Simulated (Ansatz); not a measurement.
# Co (P6_3/mmc) in Ansatz: band structure with PBEsol+U

Aim: the band structure of Co with PBEsol+U.

Program: Ansatz 0.2.0. These are calculated values, not measurements. Logs are shortened: lines on timing, memory, paths and dates and some standing lists are left out, and cuts for length are marked.

### Step 1. The structure

It takes space group P6_3/mmc (No. 194, hexagonal). The conventional cell has a = 2.472 Å, b = 2.472 Å, c = 4.021 Å, α = 90.00°, β = 90.00°, γ = 120.00°. Co (site symmetry -6m2) is surrounded by 12 Co at 2.47 Å.

### Step 2. Band structure, PBEsol+U, collinear spin, antiferromagnetic start, total moment locked

input.yaml

```yaml
crystal:
  lattice:
    - [2.4719999032, 0.0, 0.0]
    - [-1.2359999516, 2.1408147143, 0.0]
    - [0.0, 0.0, 4.02114408]
  atoms:
    - { symbol: Co, position: [0.6666666667, 0.3333333333, 0.75], spin: 2.0 }
    - { symbol: Co, position: [0.3333333333, 0.6666666667, 0.25], spin: -2.0 }
kpoints:
  mp_grid: { grid: [12, 12, 7] }
  band_path:
    path:
      - [0.0, 0.0, 0.0]
      - [0.5, 0.0, 0.0]
      - [0.3333333333, 0.3333333333, 0.0]
      - [0.0, 0.0, 0.0]
      - [0.0, 0.0, 0.5]
      - [0.5, 0.0, 0.5]
      - [0.3333333333, 0.3333333333, 0.5]
      - [0.0, 0.0, 0.5]
    npoints: 10
scf:
  occupations: { method: fermi_dirac, width: 0.025 }
hamiltonian:
  xc: pbesol
  pseudopotentials:
    kind: all_electron
    lapw: { basis_error: 0.002 }
    relativity: none
  hubbard:
    occupation_matrices:
      s0_up:
        matrix:
          - [0.98, 0.0, 0.0, 0.0, 0.0]
          - [0.0, 0.98, 0.0, 0.0, 0.0]
          - [0.0, 0.0, 0.98, 0.0, 0.0]
          - [0.0, 0.0, 0.0, 0.98, 0.0]
          - [0.0, 0.0, 0.0, 0.0, 0.98]
      s0_down:
        matrix:
          - [0.030774, -0.055652, 0.077886, -0.017014, -0.02782]
          - [-0.055652, 0.307472, -0.402319, 0.087884, 0.143706]
          - [0.077886, -0.402319, 0.583048, -0.122995, -0.201118]
          - [-0.017014, 0.087884, -0.122995, 0.046868, 0.043933]
          - [-0.02782, 0.143706, -0.201118, 0.043933, 0.091838]
      s1_down:
        matrix:
          - [0.98, 0.0, 0.0, 0.0, 0.0]
          - [0.0, 0.98, 0.0, 0.0, 0.0]
          - [0.0, 0.0, 0.98, 0.0, 0.0]
          - [0.0, 0.0, 0.0, 0.98, 0.0]
          - [0.0, 0.0, 0.0, 0.0, 0.98]
      s1_up:
        matrix:
          - [0.362637, 0.338769, 0.046059, -0.249465, -0.180034]
          - [0.338769, 0.766712, 0.072629, 0.050941, 0.19139]
          - [0.046059, 0.072629, 0.626653, 0.325798, -0.317518]
          - [-0.249465, 0.050941, 0.325798, 0.609516, 0.217793]
          - [-0.180034, 0.19139, -0.317518, 0.217793, 0.614482]
    sites:
      - { site: 0, l: d, u_eff: 5, starting_ns: [{ spin: up, occupation_matrix: s0_up }, { spin: down, occupation_matrix: s0_down }] }
      - { site: 1, l: d, u_eff: 5, starting_ns: [{ spin: down, occupation_matrix: s1_down }, { spin: up, occupation_matrix: s1_up }] }
    double_counting: fll
    projectors: ortho-atomic
magnetization:
  spin_polarized: true
  initial_magnetization: 0.0
  spin_locking: { lock_magnetization: hard }
output:
  forces: true
  stress: true
  eigenvalues: true
  hubbard: {}
basis:
  ecutwfc: 120
```

Potentials or basis: all-electron LAPW, non-relativistic.

Started as:

```
ansatz run input.yaml --threads 2 --pin off --max-ram 6144MiB --backend cpu --events-out ev --progress --plain --runs-dir out
```

The program printed:

```text
Warning: crystal.symmetry: narrowed to the stabiliser of the occupation matrices — unitary ops 12 → 1, anti-unitary 12 → 0; lowered by the specified shells (site 0, l: d), (site 1, l: d); largest admitted image defect 4.4e-16, smallest excluded 4.3e-1 — at a splitting's scale: the group the occupation matrices' own texture admits
Warning: RAYON_NUM_THREADS=2 ignored (pool sized by the plan → 2); use --threads N
Co: projections on atomic orbitals take those of the free atom 1s2 2s2 2p6 3s2 3p6 3d7 4s2, of charge +0.00 (hamiltonian.pseudopotentials.projection_atoms)
LAPW: plane waves up to 5.612 Å⁻¹, error target 2.0e-3 eV per atom; the cutoff is typed (target and bands ask for 291.7 eV, largest radius times wave number 6.9, largest estimated error of a free atom 3.4e-1 eV); Co in spheres of 1.233 Å, 17 of its electrons in bands, Dirac shells [] (how accurate: hamiltonian.pseudopotentials.lapw.basis_error, Limitations)
Engine: ansatz 0.2.0, x86_64-unknown-linux-gnu
Pseudopotentials: kind: all_electron
Pseudopotential: Co, LAPW, valence charge 17, lapw/all_electron/none/Co, Schrödinger's equation, point nucleus
Functional definition: PBEsol
  exchange = pbesol_x
  correlation = pbesol_c
Crystal: 2 atoms, lattice volume = 21.280 Å³
Basis set: ecut = 120.00000000000003 eV, 67 PW (Γ), exchange–correlation at level 2
Bands: 21, of which v1, the nominal top of the filled ones, is band 17 counted from 1 (16 counted from 0)
Symmetry: 1 space group operations
k-points: 506 of 1008 (time reversal used)
Non-local potential: Co, projectors of the file, none
Initial density: superposition of atomic densities (chi_scale 0.1, normalization cell)
Starting moments: Σ|m| = 4 μB on 2 of 2 sites
Initial wavefunctions: plane waves of lowest kinetic energy (no species holds an atomic orbital)
Functional: x = pbesol(κ = 0.804, μ = 0.12345679012345678), c = pbesol(β = 0.046)
iter 1 solved again at ethr=8.83e-4 eV; its pass at ethr=1.00e-1 eV (dr2=3.00e-1 eV) is discarded
SCF iter   1: F=—  HF=-75175.828928 eV  |F-HF|=—  |Δ(HF+E_count)|=         —  Δρ=2.40e-2 (↑1.77e-2 ↓2.40e-2)  dr2=3.00e-1  dr2_m=4.08e-2  M=0.000 μB ∫|m|=4.268 μB  β_m=1.00  ethr=8.83e-4  ⟨swp⟩=2.0  Hψ=153824  notcnv=0
preconditioner: auto → none  [metal: Δε(μ)=0.003 eV  Ē_g=8.288 eV  σ=0.025 eV  W_gap=0.03  n_scr=8 (ndim 8)  ℏωp=34.2 eV  f_vac=0.000  D(μ)=2.18/eV (n_scr^D=34)  sad-step TF]
SCF iter   2: F=—  HF=-75176.222766 eV  |F-HF|=—  |Δ(HF+E_count)|=   3.94e-1  Δρ=8.67e-3 (↑8.67e-3 ↓8.58e-3)  dr2=4.83e-2  dr2_m=1.13e-3  M=0.000 μB ∫|m|=4.241 μB  β_m=0.30  ethr=8.83e-4  ⟨swp⟩=2.6  Hψ=66378  notcnv=0
SCF iter   3: F=—  HF=-75177.132922 eV  |F-HF|=—  |Δ(HF+E_count)|=   9.10e-1  Δρ=6.56e-3 (↑6.56e-3 ↓5.85e-3)  dr2=1.37e-2  dr2_m=1.64e-3  M=0.000 μB ∫|m|=4.181 μB  β_m=0.30  ethr=1.42e-4  ⟨swp⟩=2.4  Hψ=66153  notcnv=0
SCF iter   4: F=—  HF=-75177.648597 eV  |F-HF|=—  |Δ(HF+E_count)|=   5.16e-1  Δρ=4.79e-3 (↑4.79e-3 ↓3.49e-3)  dr2=3.83e-3  dr2_m=2.75e-3  M=0.000 μB ∫|m|=4.103 μB  β_m=0.30  ethr=4.03e-5  ⟨swp⟩=2.5  Hψ=66495  notcnv=0
[... 94 lines left out ...]
  E_electrostatic = -147160.322892  (all electrons and nuclei)
  E_smearing   = -0.001477  (= −TS)
  E_closure    = 0.000000  (closes the sum)
  E_atoms      = -75167.327608  (free atoms, spherical and without spin; not in F)
  Σ components = -75179.272072   (vs F -75179.272072, Δ=0.00e0)
  Basis errors (estimates in eV, not in F): energy 1.7e-1 per atom: plane waves 1.7e-1 (1.3e-1 summed), levels above the bands 9.0e-141, relativity 0.0e0, radial functions 9.1e-5, core shells 1.3e-9; eigenvalues (radial functions only) 1.0e-6; not estimated: angular momenta, meshes, grids; target (lapw.basis_error) 2.0e-3, missed at the typed basis.ecutwfc; muffin-tin radii Co 1.233 Å
--- Specified on-site occupations, and those of the state reported ---
  electrons in the specified blocks: 13.8400 specified, 15.5997 found
  site 0 (l=d) ↓: largest change of an orbital's occupation 0.9117; electrons 1.0600 specified, 2.9714 found; spectral distance 1.2891
  site 1 (l=d) ↑: largest change of an orbital's occupation 0.7200; electrons 2.9800 specified, 2.9714 found; spectral distance 0.1269
  site 1 (l=d) ↓: largest change of an orbital's occupation 0.0274; electrons 4.9000 specified, 4.8285 found; spectral distance 0.0407
  site 0 (l=d) ↑: largest change of an orbital's occupation 0.0274; electrons 4.9000 specified, 4.8285 found; spectral distance 0.0407
--- Forces (eV/Å), atoms counted from 1 ---
  atom   1  Co    -0.56700770     0.32740736     0.00001777
  atom   2  Co     0.56700763    -0.32740731    -0.00001769
  max |Σ_I F_I| component: 7.80e-8 eV/Å
--- Stress (GPa, compression-positive) ---
       45.009012       4.768419       0.777391
        4.768419      50.511096       1.346964
        0.777391       1.346964      50.283163
  P = ⅓ Tr σ = 48.6011 GPa (486.011 kbar)
--- Band table (eV; the first three rows and the last of 1012) ---
  k-point 0 ↑: bands = ["-72.7115", "-70.6300", "-38.1441", "-38.0107", "-37.9366", "-36.1001", "-35.8972", "-35.8952", "10.5426", "13.0999", "14.7357", "15.5214", "15.7326", "16.2071", "16.5947", "16.8663", "18.3131", "19.2166", "21.3109", "23.1023", "26.8395"]
  k-point 1 ↑: bands = ["-72.7109", "-70.6294", "-38.1395", "-38.0102", "-37.9362", "-36.1030", "-35.8969", "-35.8949", "10.7459", "13.1333", "14.7181", "15.5118", "15.6839", "16.1353", "16.6423", "16.9288", "18.2862", "18.3730", "21.4855", "23.1320", "27.8796"]
  k-point 2 ↑: bands = ["-72.7099", "-70.6283", "-38.1323", "-38.0099", "-37.9361", "-36.1128", "-35.8971", "-35.8951", "11.3230", "13.1683", "14.6659", "15.4886", "15.5367", "15.8963", "16.6659", "17.0343", "17.1206", "18.2342", "21.6236", "23.1456", "30.2701"]
  k-point 505 ↓: bands = ["-72.6675", "-70.5764", "-38.2295", "-38.1000", "-38.0686", "-36.1977", "-36.0729", "-35.9689", "12.6224", "13.7227", "14.3245", "15.3492", "15.8624", "16.9988", "17.6062", "19.0293", "20.2462", "20.6727", "22.2947", "22.8896", "27.2613"]
Occupation matrices written to <dir>
--- Occupation matrices: 2 shells (run DFT+U table (ortho-atomic); ε = 6.90e-3) ---
  Co0 d_3D: site group D3h (-6m2)
  Co0 d_3D up     Tr n = 4.8285  λ = 0.953 0.954 0.965 0.977 0.980  [2× z2 0.47 E''(0.50) | x2-y2 0.75 E'(0.99) | 2× yz 0.37 E''(0.50)]
  Co0 d_3D dn     Tr n = 2.9714  λ = 0.080 0.094 0.927 0.930 0.940  [yz 0.69 E''(0.92) | xy 0.58 E'(0.78) | 2× x2-y2 0.40 E'(0.61) | xz 0.75 E''(1.00)]
  specified occupation → Co0 d_3D up: matrix, ‖Δ‖_F = 0.0407, Tr Δ = +0.0715, displaced = 0.0358, d_λ = 0.0407; orbital distance = 0.0000
  specified occupation → Co0 d_3D dn: matrix, ‖Δ‖_F = 1.3616, Tr Δ = -1.9114, displaced = 1.2576, d_λ = 1.2891; orbital distance = 0.7582
  Co1 d_3D: site group D3h (-6m2)
  Co1 d_3D up     Tr n = 2.9714  λ = 0.080 0.094 0.927 0.930 0.940  [yz 0.69 E''(0.92) | xy 0.58 E'(0.78) | 2× x2-y2 0.40 E'(0.61) | xz 0.75 E''(1.00)]
  Co1 d_3D dn     Tr n = 4.8285  λ = 0.953 0.954 0.965 0.977 0.980  [2× z2 0.47 E''(0.50) | x2-y2 0.75 E'(0.99) | 2× yz 0.37 E''(0.50)]
  specified occupation → Co1 d_3D dn: matrix, ‖Δ‖_F = 0.0407, Tr Δ = +0.0715, displaced = 0.0358, d_λ = 0.0407; orbital distance = 0.0000
  specified occupation → Co1 d_3D up: matrix, ‖Δ‖_F = 1.2166, Tr Δ = +0.0086, displaced = 1.2179, d_λ = 0.1269; orbital distance = 1.3424
  Tr n, λ and their labels are of the run-group-symmetrised matrices; stabiliser: 4 of 48 elements of G0×{1,Θ} (closed), max defect 6.5e-4 at τ = 1.5e-3
```

occupations.tsv:

```text
# site	symbol	l	channel	k	occupation	cluster	real_ylm_label	real_ylm_weight	cubic_label	cubic_weight	pseudocubic_irrep	site_irrep	w_site_irrep	cell_site_irrep	w_cell_site_irrep
# projection_atom_Co: 1s2 2s2 2p6 3s2 3p6 3d7 4s2
# site_irrep/w_site_irrep = the cluster's dominant irrep under the shell's site group (Mulliken, in the setting of the per-shell frame z, x; double-valued rows on a spinor block under rep=spin_orbital) and its weight, the cluster's purity; - without a site group
[... 29 lines left out ...]
1	Co	2_3D	dn	2	0.965047	1	x2-y2	0.7455	x2-y2	0.7455	-	E'	0.9941	-	-
1	Co	2_3D	dn	3	0.977242	2	yz	0.3715	yz	0.3715	-	E''	0.4953	-	-
1	Co	2_3D	dn	4	0.979536	2	yz	0.3715	yz	0.3715	-	E''	0.4953	-	-
# Tr n = 4.828486
```

Run time: 23 min. Hardware: 2 threads of AMD EPYC 7R43 (Zen 3), shared host; peak memory 2.2 GiB.

The run converged, but some of its settings lie outside the range that counts as converged (typed here: basis.ecutwfc = 120), so its numbers aren't taken as properties of the crystal.

Results:

- Free energy: -75179.2721 eV
- Largest force: 0.655 eV/Å
- Absolute moment: 3.73 μB per cell
- Site moments: Co +1.83, -1.83 μB

Caveat: the magnetic state may not be the lowest; a pressure of tens of GPa on the cell as given is suspect, and the run, the potentials or the cell itself is likely at fault; the typed start of the occupations wasn't kept; the total moment is fixed, so each spin has its own Fermi level; the U is typed as a test and isn't derived for this compound.
